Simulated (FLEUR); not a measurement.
KTaO3:

```
Ta K O
1.0
     3.98830    0.00000    0.00000
     0.00000    3.98830    0.00000
     0.00000    0.00000    3.98830
Ta K O
1 1 3
Direct
  0.00000 0.00000 0.00000
  0.50000 0.50000 0.50000
  0.00000 0.00000 0.50000
  0.00000 0.50000 0.00000
  0.50000 0.00000 0.00000
```

Base run:

```yaml
Program: FLEUR MaX-R8.1 (later development tree)
Functional: LDA
Potentials_or_basis: all-electron
Basis: FLAPW
Kmax: 5.41 1/bohr
k_mesh: 7 × 7 × 7
Occupations: fermi-dirac, width 0.05 eV
Spin: no spin polarisation
```

Its results: band gap on the k mesh 2.14 eV, indirect (least direct gap 2.68 eV).

Problem. The run is repeated on the same cell with these changes: functional from LDA to r2SCAN. What comes out?

Solution. Band gap on the k mesh 2.69 eV, indirect (least direct gap 3.29 eV).

r2SCAN gives the wider gap, since meta-GGAs in the generalised Kohn-Sham scheme recover part of the derivative discontinuity.

Caveats: spin-orbit coupling is left out, which moves the levels of the heavy elements; the meta-GGA is that of a development version, with a GGA for the radial functions and cores and without core tails (some runs).

A k mesh can miss the band edges.

Not every run made on this cell is shown here.
